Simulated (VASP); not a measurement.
**From VASP inputs to Ansatz: MgO (zincblende)**

INCAR

```
LASPH = .TRUE.
PREC = Accurate
NELM = 120
LREAL = .FALSE.
IBRION = -1
ISMEAR = 0
LCHARG = .FALSE.
NBANDS = 11
LWAVE = .FALSE.
EDIFF = 1E-7
GGA = PS
ISIF = 2
NSW = 0
ENCUT = 520
SIGMA = 0.01
```

KPOINTS

```
KPOINTS created by Atomic Simulation Environment
0
Gamma
10 10 10
0 0 0
```

KPOINTS_OPT

```
special points
6
Reciprocal
0.0000000000 0.0000000000 0.0000000000 1
0.5000000000 0.0000000000 0.5000000000 1
0.5000000000 0.2500000000 0.7500000000 1
0.3750000000 0.3750000000 0.7500000000 1
0.5000000000 0.5000000000 0.5000000000 1
0.6250000000 0.2500000000 0.6250000000 1
```

POSCAR

```
Mg O
 1.0000000000000000
     0.0000000000000000    2.2820056634339938    2.2820056634339938
     2.2820056634339938    0.0000000000000000    2.2820056634339938
     2.2820056634339938    2.2820056634339938    0.0000000000000000
 Mg  O
   1   1
Cartesian
 -0.0000000000000000  0.0000000000000000 -0.0000000000000000
  1.1410028317169967  1.1410028317169967  1.1410028317169967
```

VASP ran with the recommended PBE PAW datasets (8 valence electrons in the cell).

Problem. Translate these files to an Ansatz input.

Solution. 

```yaml
crystal:
  lattice:
    - [0.0, 2.2820056634, 2.2820056634]
    - [2.2820056634, 0.0, 2.2820056634]
    - [2.2820056634, 2.2820056634, 0.0]
  atoms:
    - { symbol: Mg, position: [0.0, 0.0, 0.0] }
    - { symbol: O, position: [0.25, 0.25, 0.25] }
kpoints:
  mp_grid: { grid: [10, 10, 10] }
  band_path:
    path:
      - [0.0, 0.0, 0.0]
      - [0.5, 0.0, 0.5]
      - [0.5, 0.25, 0.75]
      - [0.375, 0.375, 0.75]
      - [0.5, 0.5, 0.5]
      - [0.625, 0.25, 0.625]
    npoints: 1
hamiltonian:
  xc: pbesol
scf:
  occupations: { method: fixed }
  n_extra_bands: 4
output:
  forces: true
  stress: true
  eigenvalues: true
```

Other inputs would serve too.

|  | VASP | Ansatz |
| --- | --- | --- |
| gap between bands v and c | 3.53 eV | 3.53 eV |
| least direct gap | 3.53 eV | 3.53 eV |
| pressure | 0.6 GPa | 0.9 GPa |

Each program uses its own PAW datasets. VASP's cell holds 8 valence electrons and Ansatz's 16. Ansatz's stress includes a Pulay correction; VASP's doesn't.
